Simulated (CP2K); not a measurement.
# Ni (Fm-3m) in CP2K: further runs, part 2 of 2

CP2K 2026.2. The steps go on from the part before.

## Step 4: Single point, PBE, collinear spin, zero start

Input file ni_scf.inp:

```
&GLOBAL
  PROJECT ni_scf
  RUN_TYPE ENERGY_FORCE
  PRINT_LEVEL LOW
&END GLOBAL
&FORCE_EVAL
  METHOD QS
  STRESS_TENSOR ANALYTICAL
  &DFT
    BASIS_SET_FILE_NAME BASIS_MOLOPT
    POTENTIAL_FILE_NAME GTH_POTENTIALS
    UKS T
    MULTIPLICITY 1
    &MGRID
      CUTOFF 600
      REL_CUTOFF 60
      NGRIDS 5
    &END MGRID
    &QS
      METHOD GPW
      EPS_DEFAULT 1.0E-9
    &END QS
    &KPOINTS
      SCHEME MONKHORST-PACK 10 10 10
      GAMMA_CENTERED T
      SYMMETRY T
      SYMMETRY_BACKEND SPGLIB
    &END KPOINTS
    &SCF
      SCF_GUESS ATOMIC
      EPS_SCF 1.0E-6
      MAX_SCF 150
      ADDED_MOS 16 16
      CHOLESKY OFF
      EPS_EIGVAL 1.0E-7
      &DIAGONALIZATION ON
        ALGORITHM STANDARD
      &END DIAGONALIZATION
      &MIXING ON
        METHOD PULAY_MIXING
        ALPHA 0.4
        BETA 1.5
        NBUFFER 6
      &END MIXING
      &SMEAR ON
        METHOD FERMI_DIRAC
        ELECTRONIC_TEMPERATURE [K] 580.226
      &END SMEAR
    &END SCF
    &XC
      &XC_FUNCTIONAL PBE
      &END XC_FUNCTIONAL
    &END XC
    &PRINT
      &KPOINTS ON
      &END KPOINTS
      &MULLIKEN ON
      &END MULLIKEN
      &MO ON
        ENERGIES T
        OCCUPATION_NUMBERS T
        &EACH
          QS_SCF 0
        &END EACH
        ADD_LAST NUMERIC
      &END MO
    &END PRINT
  &END DFT
  &SUBSYS
    &CELL
      A 4.9145984149 0.0000000000 0.0000000000
      B 1.2286496037 2.1280835384 0.0000000000
      C 1.2286496037 0.7093611795 2.0063764012
      PERIODIC XYZ
    &END CELL
    &COORD
      SCALED
      Ni  0.0000000000 0.0000000000 0.0000000000
      Ni  0.5000000000 0.0000000000 0.0000000000
    &END COORD
    &KIND Ni
      BASIS_SET DZVP-MOLOPT-SR-GTH-q18
      POTENTIAL GTH-PBE-q18
    &END KIND
    &PRINT
      &ATOMIC_COORDINATES ON
      &END ATOMIC_COORDINATES
      &CELL ON
      &END CELL
    &END PRINT
  &END SUBSYS
  &PRINT
    &FORCES ON
    &END FORCES
    &STRESS_TENSOR ON
    &END STRESS_TENSOR
  &END PRINT
&END FORCE_EVAL
```

Potentials or basis: GTH_POTENTIALS Ni GTH-PBE-q18; DZVP-MOLOPT-SR-GTH basis.

Command:

```sh
OMP_NUM_THREADS=1 cp2k.psmp -i ni_scf.inp -o ni_scf.out
```

ni_scf.out:

```text

 CP2K| version string:                                       CP2K version 2026.2
 CP2K| Input file name                                                ni_scf.inp

 GLOBAL| Force Environment number                                              1
 GLOBAL| Basis set file name                                        BASIS_MOLOPT
 GLOBAL| Potential file name                                      GTH_POTENTIALS
 GLOBAL| MM Potential file name                                     MM_POTENTIAL
 GLOBAL| Coordinate file name                                      __STD_INPUT__
 GLOBAL| Method name                                                        CP2K
 GLOBAL| Project name                                                     ni_scf
 GLOBAL| Run type                                                   ENERGY_FORCE
 GLOBAL| FFT library                                                       FFTW3
[... 6 lines left out ...]
 GLOBAL| Total number of message passing processes                             1
 GLOBAL| Number of threads for this process                                    1
 GLOBAL| CPU model name                                                  UNKNOWN

 CELL| Volume [angstrom^3]:                                            20.984041
 CELL| Vector a [angstrom]:       4.915     0.000     0.000   |a| =     4.914598
 CELL| Vector b [angstrom]:       1.229     2.128     0.000   |b| =     2.457299
 CELL| Vector c [angstrom]:       1.229     0.709     2.006   |c| =     2.457299
 CELL| Angle (b,c), alpha [degree]:                                    60.000000
 CELL| Angle (a,c), beta  [degree]:                                    60.000000
 CELL| Angle (a,b), gamma [degree]:                                    60.000000
 CELL| Numerically orthorhombic:                                              NO
 CELL| Periodicity                                                           XYZ

 CELL_REF| Volume [angstrom^3]:                                        20.984041
 CELL_REF| Vector a [angstrom     4.915     0.000     0.000   |a| =     4.914598
 CELL_REF| Vector b [angstrom     1.229     2.128     0.000   |b| =     2.457299
 CELL_REF| Vector c [angstrom     1.229     0.709     2.006   |c| =     2.457299
 CELL_REF| Angle (b,c), alpha [degree]:                                60.000000
 CELL_REF| Angle (a,c), beta  [degree]:                                60.000000
 CELL_REF| Angle (a,b), gamma [degree]:                                60.000000
 CELL_REF| Numerically orthorhombic:                                          NO
 CELL_REF| Periodicity                                                       XYZ
[... 9 lines left out ...]
 TOTAL NUMBERS AND MAXIMUM NUMBERS

  Total number of            - Atomic kinds:                                   1
                             - Atoms:                                          2
                             - Shell sets:                                     2
[... 134 lines left out ...]

  Overlap energy of the core charge distribution:               0.00000000000000
  Self energy of the core charge distribution:               -522.27835734135169
  Core Hamiltonian energy:                                    146.21830304253174
  Hartree energy:                                              71.34934316880519
  Exchange-correlation energy:                                -33.89987088720676
  Electronic entropic energy:                                  -0.00190908383965
  Fermi energy:                                                 0.49150658416568

  Total energy:                                              -338.61249110123924
  Total energy (extrapolated to T->0):                       -338.61153655931940

 MO| ALPHA EIGENVALUES AND OCCUPATION NUMBERS FOR K POINT 1
 MO|
 MO|  Index      Eigenvalue [a.u.]        Eigenvalue [eV]             Occupation
 MO|      1              -3.389715             -92.238837               1.000000
 MO|      2              -3.389300             -92.227549               1.000000
 MO|      3              -1.798863             -48.949542               1.000000
 MO|      4              -1.798500             -48.939680               1.000000
 MO|      5              -1.796456             -48.884046               1.000000
 MO|      6              -1.793913             -48.814842               1.000000
[... 546 lines left out ...]
 MO|     33               2.200768              59.885943               0.000000
 MO|     34               2.349894              63.943867               0.000000
 MO| Sum:                                                              18.948130
 MO| E(Fermi):            0.491507 a.u.         13.374574 eV

 [... the levels of further k-points ...]

  Integrated spin density:                                         -0.0000000000
  Integrated absolute spin density:                                 0.0000000000

 !-----------------------------------------------------------------------------!
                     Mulliken Population Analysis

 #  Atom  Element  Kind  Atomic population (alpha,beta) Net charge  Spin moment
       1     Ni       1         8.999978     8.999978     0.000045    -0.000000
       2     Ni       1         9.000022     9.000022    -0.000045    -0.000000
 # Total charge and spin       18.000000    18.000000     0.000000    -0.000000

 !-----------------------------------------------------------------------------!

 ENERGY| Total FORCE_EVAL ( QS ) energy [hartree]           -338.612466801148059

 FORCES| Atomic forces [hartree/bohr]
 FORCES|   Atom     x               y               z               |f|
 FORCES|      1 -1.00090403E-14 -1.14539339E-14 -1.77032864E-15   1.53136394E-14
 FORCES|      2 -5.74275687E-14  2.57984930E-14 -1.08870245E-14   6.38906502E-14
 FORCES| Sum    -6.74366089E-14  1.43445591E-14 -1.26573531E-14
 FORCES| Total atomic force                                       7.00975833E-14

 STRESS| Analytical stress tensor [bar]
 STRESS|                        x                   y                   z
 STRESS|      x        9.82255771506E+04  -9.50904662906E+02  -6.73105191258E+02
 STRESS|      y       -9.50904662906E+02   9.70596496751E+04   3.65631846580E+02
 STRESS|      z       -6.73105191258E+02   3.65631846580E+02   9.68014575421E+04
 STRESS| 1/3 Trace                                             9.73622281226E+04
 STRESS| Determinant                                           9.22735770168E+14

 STRESS| Eigenvectors and eigenvalues of the analytical stress tensor [bar]
 STRESS|                        1                   2                   3
 STRESS| Eigenvalues   9.65217101912E+04   9.65428022164E+04   9.90221719601E+04
 STRESS|      x           0.564406272087     -0.004984881898      0.825482108214
 STRESS|      y           0.668679525323     -0.583613504902     -0.460720055250
 STRESS|      z           0.484059141472      0.812016273143     -0.326061834180
```

Run time: 2.4 min. Hardware: 1 thread of Arm Neoverse V1, shared host; peak memory 0.37 GiB.

What came out:

| Quantity | Value |
| --- | --- |
| Free energy | -9214.1138 eV |
| Pressure | 9.7 GPa |
| Band gap on the k mesh | none (metal or under the smearing width) |
| Net moment | 0.00 μB per cell |
| Absolute moment | 0.00 μB per cell |

Caveat: the basis of atomic orbitals isn't converged, which shifts pressures, moduli and gaps.
